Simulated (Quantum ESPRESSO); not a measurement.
# NaF (Villiaumite) (Fm-3m) in Quantum ESPRESSO: further runs

The runs below take NaF (Villiaumite) through single point, equation of state, with r2SCAN.

All numbers are computed with Quantum ESPRESSO 7.5; they aren't measurements. Logs are shortened: lines on timing, memory, paths and dates and some standing lists are left out, and cuts for length are marked.

### Step 1. Starting point

The structure is cubic, space group Fm-3m (No. 225). The conventional cell has a = 4.640 Å, b = 4.640 Å, c = 4.640 Å, α = 90.00°, β = 90.00°, γ = 90.00°. Na (site symmetry m-3m) has 6 F at 2.32 Å as nearest neighbours. Around F (site symmetry m-3m) lie 6 Na at 2.32 Å.

### Step 2. Single point, r2SCAN, 11.74 Å³/atom

Input file pw.in:

```
&CONTROL
  calculation = 'scf'
  prefix = 'pwscf'
  outdir = './tmp'
  pseudo_dir = './pseudo'
  tstress = .true.
  disk_io = 'nowf'
/
&SYSTEM
  ibrav = 0
  nat = 2
  ntyp = 2
  ecutwfc = 88
  nbnd = 14
  input_dft = 'r2scan'
  occupations = 'smearing'
  smearing = 'fd'
  degauss = 0.00367493
  nosym = .true.
  nr1 = 40
  nr2 = 40
  nr3 = 40
/
&ELECTRONS
  conv_thr = 1d-08
  electron_maxstep = 120
  mixing_beta = 0.5
/
ATOMIC_SPECIES
Na    22.9898 Na_ONCV_PBE-1.2.upf
F     18.9984 F_ONCV_PBE-1.2.upf
CELL_PARAMETERS angstrom
   0.0000000000    2.2726397722    2.2726397722
   2.2726397722    0.0000000000    2.2726397722
   2.2726397722    2.2726397722    0.0000000000
ATOMIC_POSITIONS crystal
Na     0.0000000000    0.0000000000    0.0000000000
F      0.5000000000    0.5000000000    0.5000000000
K_POINTS automatic
8 8 8 0 0 0
```

Potentials or basis: SG15 PBE 1.2.

The run is started by

```sh
$ OMP_NUM_THREADS=1 mpirun -n 4 pw.x -nk 4 -in pw.in > pw.out
```

pw.out:

```text
This program is part of the open-source Quantum ESPRESSO suite
     for quantum simulation of materials; please cite
         "P. Giannozzi et al., J. Phys.:Condens. Matter 21 395502 (2009);
         "P. Giannozzi et al., J. Phys.:Condens. Matter 29 465901 (2017);
         "P. Giannozzi et al., J. Chem. Phys. 152 154105 (2020);
     in publications or presentations arising from this work. More details at

     IMPORTANT: XC functional enforced from input :
     Exchange-correlation= R2SCAN
                           (   0   0   0   0   0 497 498)
     Any further DFT definition will be discarded
     Please, verify this is what you really want

     K-points division:     npool     =       4
     Subspace diagonalization in iterative solution of the eigenvalue problem:
     a serial algorithm will be used

     G-vector sticks info
     --------------------
     sticks:   dense  smooth     PW     G-vecs:    dense   smooth      PW
     Sum         889     889    283                17573    17573    3119

     Using Slab Decomposition

     bravais-lattice index     =            0
     lattice parameter (alat)  =       6.0736  a.u.
     unit-cell volume          =     158.4231 (a.u.)^3
     number of atoms/cell      =            2
     number of atomic types    =            2
     number of electrons       =        16.00
     number of Kohn-Sham states=           14
     kinetic-energy cutoff     =      88.0000  Ry
     charge density cutoff     =     352.0000  Ry
     scf convergence threshold =      1.0E-08
     mixing beta               =       0.5000
     number of iterations used =            8  plain     mixing
     Exchange-correlation= R2SCAN
                           (   0   0   0   0   0 497 498)

     celldm(1)=   6.073576  celldm(2)=   0.000000  celldm(3)=   0.000000
     celldm(4)=   0.000000  celldm(5)=   0.000000  celldm(6)=   0.000000

     crystal axes: (cart. coord. in units of alat)
               a(1) = (   0.000000   0.707107   0.707107 )
               a(2) = (   0.707107   0.000000   0.707107 )
               a(3) = (   0.707107   0.707107   0.000000 )

     reciprocal axes: (cart. coord. in units 2 pi/alat)
               b(1) = ( -0.707107  0.707107  0.707107 )
               b(2) = (  0.707107 -0.707107  0.707107 )
               b(3) = (  0.707107  0.707107 -0.707107 )

     PseudoPot. # 1 for Na read from file:
     Na_ONCV_PBE-1.2.upf
     Pseudo is Norm-conserving, Zval =  9.0
     Generated using ONCVPSP code by D. R. Hamann
     Using radial grid of  602 points,  4 beta functions with:
                l(1) =   0
                l(2) =   0
                l(3) =   1
                l(4) =   1

     PseudoPot. # 2 for F  read from file:
     F_ONCV_PBE-1.2.upf
     Pseudo is Norm-conserving, Zval =  7.0
     Generated using ONCVPSP code by D. R. Hamann
     Using radial grid of  602 points,  4 beta functions with:
                l(1) =   0
                l(2) =   0
                l(3) =   1
                l(4) =   1

     atomic species   valence    mass     pseudopotential
     Na                9.00    22.98980     Na( 1.00)
     F                 7.00    18.99840     F ( 1.00)

     No symmetry found

   Cartesian axes

     site n.     atom                  positions (alat units)
         1        Na     tau(   1) = (   0.0000000   0.0000000   0.0000000  )
         2        F      tau(   2) = (   0.7071068   0.7071068   0.7071068  )

     number of k points=   260  Fermi-Dirac smearing, width (Ry)=  0.0037

     Number of k-points >= 100: set verbosity='high' to print them.

     Dense  grid:    17573 G-vectors     FFT dimensions: (  40,  40,  40)

     WARNING: libxc functional with ID  497 depends
      on external parameters: check the user_guide of
      QE if you need to modify them or to check their
      default values.

     WARNING: libxc functional with ID  498 depends
      on external parameters: check the user_guide of
      QE if you need to modify them or to check their
      default values.

     Initial potential from superposition of free atoms

     starting charge      15.8629, renormalised to      16.0000
     Starting wfcs are random

     Self-consistent Calculation

     iteration #  1     ecut=    88.00 Ry     beta= 0.50
     Davidson diagonalization with overlap
     ethr =  1.00E-02,  avg # of iterations =  7.4

     total energy              =    -133.29550060 Ry
     estimated scf accuracy    <      38.89916749 Ry

     iteration #  2     ecut=    88.00 Ry     beta= 0.50
     Davidson diagonalization with overlap
     ethr =  1.00E-02,  avg # of iterations =  1.0

     total energy              =    -133.35914642 Ry
     estimated scf accuracy    <       8.72974740 Ry

     iteration #  3     ecut=    88.00 Ry     beta= 0.50
     Davidson diagonalization with overlap
     ethr =  1.00E-02,  avg # of iterations =  1.0

     total energy              =    -133.36196683 Ry
     estimated scf accuracy    <       0.10326512 Ry

     iteration #  4     ecut=    88.00 Ry     beta= 0.50
     Davidson diagonalization with overlap
     ethr =  6.45E-04,  avg # of iterations =  1.0

     total energy              =    -133.36225625 Ry
     estimated scf accuracy    <       0.00161832 Ry

     iteration #  5     ecut=    88.00 Ry     beta= 0.50
     Davidson diagonalization with overlap
     ethr =  1.01E-05,  avg # of iterations =  3.3

     total energy              =    -133.36226906 Ry
     estimated scf accuracy    <       0.00036168 Ry

     iteration #  6     ecut=    88.00 Ry     beta= 0.50
     Davidson diagonalization with overlap
     ethr =  2.26E-06,  avg # of iterations =  1.2

     total energy              =    -133.36227314 Ry
     estimated scf accuracy    <       0.00006565 Ry

     iteration #  7     ecut=    88.00 Ry     beta= 0.50
     Davidson diagonalization with overlap
     ethr =  4.10E-07,  avg # of iterations =  1.0

     total energy              =    -133.36227397 Ry
     estimated scf accuracy    <       0.00000048 Ry

     iteration #  8     ecut=    88.00 Ry     beta= 0.50
     Davidson diagonalization with overlap
     ethr =  2.98E-09,  avg # of iterations =  1.0

     total energy              =    -133.36227398 Ry
     estimated scf accuracy    <       0.00000009 Ry

     iteration #  9     ecut=    88.00 Ry     beta= 0.50
     Davidson diagonalization with overlap
     ethr =  5.36E-10,  avg # of iterations =  1.0

     End of self-consistent calculation

     Number of k-points >= 100: set verbosity='high' to print the bands.

     the Fermi energy is     5.8919 ev

!    total energy              =    -133.36227398 Ry
     estimated scf accuracy    <          7.3E-09 Ry
     smearing contrib. (-TS)   =       0.00000000 Ry
     internal energy E=F+TS    =    -133.36227398 Ry

     The total energy is F=E-TS. E is the sum of the following terms:
     one-electron contribution =     -64.08146244 Ry
     hartree contribution      =      38.32936151 Ry
     xc contribution           =     -22.23237125 Ry
     ewald contribution        =     -85.37780181 Ry

     convergence has been achieved in   9 iterations

     Computing stress (Cartesian axis) and pressure

          total   stress  (Ry/bohr**3)                   (kbar)     P=       26.27
   0.00017857  -0.00000000  -0.00000000           26.27       -0.00       -0.00
  -0.00000000   0.00017857  -0.00000000           -0.00       26.27       -0.00
  -0.00000000  -0.00000000   0.00017857           -0.00       -0.00       26.27

=------------------------------------------------------------------------------=
   JOB DONE.
=------------------------------------------------------------------------------=
```

Wall time 83 s (4 MPI ranks of Intel Xeon Platinum 8488C (Sapphire Rapids), shared host); peak memory 0.4 GiB.

What came out:

```yaml
Free_energy: -1814.4862 eV
Pressure: 2.6 GPa
Band_gap_on_the_k_mesh: 7.52 eV, direct
```

Caveat: the potentials were made for another functional, which shifts forces and pressure.

### Step 3. Single point, r2SCAN, 11.99 Å³/atom

Changes to pw.in since step 2:

```diff
@@ -32,5 +32,5 @@
 CELL_PARAMETERS angstrom
-   0.0000000000    2.2726397722    2.2726397722
-   2.2726397722    0.0000000000    2.2726397722
-   2.2726397722    2.2726397722    0.0000000000
+   0.0000000000    2.2886448050    2.2886448050
+   2.2886448050    0.0000000000    2.2886448050
+   2.2886448050    2.2886448050    0.0000000000
 ATOMIC_POSITIONS crystal
```

Potentials or basis: SG15 PBE 1.2.

The run is started by

```sh
$ OMP_NUM_THREADS=1 mpirun -n 4 pw.x -nk 4 -in pw.in > pw.out
```

It took 80 s on 4 MPI ranks of Intel Xeon Platinum 8488C (Sapphire Rapids), shared host; peak memory 0.44 GiB.

Results (log left out):

| Quantity | Value |
| --- | --- |
| Free energy | -1814.4926 eV |
| Pressure | 1.3 GPa |
| Band gap on the k mesh | 7.40 eV, direct |

Caveat: the potentials were made for another functional, which shifts forces and pressure.

### Step 4. Single point, r2SCAN, 12.24 Å³/atom

Changes to pw.in since step 3:

```diff
@@ -32,5 +32,5 @@
 CELL_PARAMETERS angstrom
-   0.0000000000    2.2886448050    2.2886448050
-   2.2886448050    0.0000000000    2.2886448050
-   2.2886448050    2.2886448050    0.0000000000
+   0.0000000000    2.3044290610    2.3044290610
+   2.3044290610    0.0000000000    2.3044290610
+   2.3044290610    2.3044290610    0.0000000000
 ATOMIC_POSITIONS crystal
```

The run is started by

```sh
$ OMP_NUM_THREADS=1 mpirun -n 4 pw.x -nk 4 -in pw.in > pw.out
```

It took 79 s on 4 MPI ranks of Intel Xeon Platinum 8488C (Sapphire Rapids), shared host; peak memory 0.4 GiB.

It converged, with:

```
Free energy            : -1814.4952 eV
Pressure               : 0.1 GPa
Band gap on the k mesh : 7.28 eV, direct
```

Caveat: the potentials were made for another functional, which shifts forces and pressure.

### Step 5. Single point, r2SCAN, 12.49 Å³/atom

Changes to pw.in since step 4:

```diff
@@ -32,5 +32,5 @@
 CELL_PARAMETERS angstrom
-   0.0000000000    2.3044290610    2.3044290610
-   2.3044290610    0.0000000000    2.3044290610
-   2.3044290610    2.3044290610    0.0000000000
+   0.0000000000    2.3200000000    2.3200000000
+   2.3200000000    0.0000000000    2.3200000000
+   2.3200000000    2.3200000000    0.0000000000
 ATOMIC_POSITIONS crystal
```

The run is started by

```sh
$ OMP_NUM_THREADS=1 mpirun -n 4 pw.x -nk 4 -in pw.in > pw.out
```

It took 78 s on 4 MPI ranks of Intel Xeon Platinum 8488C (Sapphire Rapids), shared host; peak memory 0.4 GiB.

The run converged. Its results:

| Quantity | Value |
| --- | --- |
| Free energy | -1814.4943 eV |
| Pressure | -0.9 GPa |
| Band gap on the k mesh | 7.16 eV, direct |

Caveat: the potentials were made for another functional, which shifts forces and pressure.

### Step 6. Single point, r2SCAN, 12.74 Å³/atom

Changes to pw.in since step 5:

```diff
@@ -32,5 +32,5 @@
 CELL_PARAMETERS angstrom
-   0.0000000000    2.3200000000    2.3200000000
-   2.3200000000    0.0000000000    2.3200000000
-   2.3200000000    2.3200000000    0.0000000000
+   0.0000000000    2.3353646862    2.3353646862
+   2.3353646862    0.0000000000    2.3353646862
+   2.3353646862    2.3353646862    0.0000000000
 ATOMIC_POSITIONS crystal
```

Potentials or basis: SG15 PBE 1.2.

The run is started by

```sh
$ OMP_NUM_THREADS=1 mpirun -n 4 pw.x -nk 4 -in pw.in > pw.out
```

Run time: 79 s. Hardware: 4 MPI ranks of Intel Xeon Platinum 8488C (Sapphire Rapids), shared host; peak memory 0.44 GiB.

The run converged. Its results:

| Quantity | Value |
| --- | --- |
| Free energy | -1814.4904 eV |
| Pressure | -1.8 GPa |
| Band gap on the k mesh | 7.05 eV, direct |

Caveat: the potentials were made for another functional, which shifts forces and pressure.

### Step 7. Single point, r2SCAN, 12.99 Å³/atom

Changes to pw.in since step 6:

```diff
@@ -32,5 +32,5 @@
 CELL_PARAMETERS angstrom
-   0.0000000000    2.3353646862    2.3353646862
-   2.3353646862    0.0000000000    2.3353646862
-   2.3353646862    2.3353646862    0.0000000000
+   0.0000000000    2.3505298169    2.3505298169
+   2.3505298169    0.0000000000    2.3505298169
+   2.3505298169    2.3505298169    0.0000000000
 ATOMIC_POSITIONS crystal
```

The run is started by

```sh
$ OMP_NUM_THREADS=1 mpirun -n 4 pw.x -nk 4 -in pw.in > pw.out
```

Wall time 79 s (4 MPI ranks of Intel Xeon Platinum 8488C (Sapphire Rapids), shared host); peak memory 0.44 GiB.

It converged, with:

* Free energy: -1814.4836 eV
* Pressure: -2.7 GPa
* Band gap on the k mesh: 6.95 eV, direct

Caveat: the potentials were made for another functional, which shifts forces and pressure.

### Step 8. Single point, r2SCAN, 13.24 Å³/atom

Changes to pw.in since step 7:

```diff
@@ -32,5 +32,5 @@
 CELL_PARAMETERS angstrom
-   0.0000000000    2.3505298169    2.3505298169
-   2.3505298169    0.0000000000    2.3505298169
-   2.3505298169    2.3505298169    0.0000000000
+   0.0000000000    2.3655017480    2.3655017480
+   2.3655017480    0.0000000000    2.3655017480
+   2.3655017480    2.3655017480    0.0000000000
 ATOMIC_POSITIONS crystal
```

The run is started by

```sh
$ OMP_NUM_THREADS=1 mpirun -n 4 pw.x -nk 4 -in pw.in > pw.out
```

It took 78 s on 4 MPI ranks of Intel Xeon Platinum 8488C (Sapphire Rapids), shared host; peak memory 0.44 GiB.

The run converged. Its results:

```yaml
Free_energy: -1814.4745 eV
Pressure: -3.4 GPa
Band_gap_on_the_k_mesh: 6.85 eV, direct
```

Caveat: the potentials were made for another functional, which shifts forces and pressure.

### Step 9. Equation of state, r2SCAN

Potentials or basis: SG15 PBE 1.2.

This step only gathers the single runs of the series.

Results:

```
Equilibrium volume                      : 12.29 Å³/atom
Bulk modulus                            : 53 GPa
Pressure derivative of the bulk modulus : 4.7
```

Energy against volume, from the lowest point:
```
volume (Å³/atom)  energy (meV/atom)
          11.738               4.52
          11.988               1.30
          12.237               0.00
          12.487               0.45
          12.737               2.43
          12.987               5.80
          13.236              10.38
```

Caveat: the potentials were made for another functional, which shifts forces and pressure.
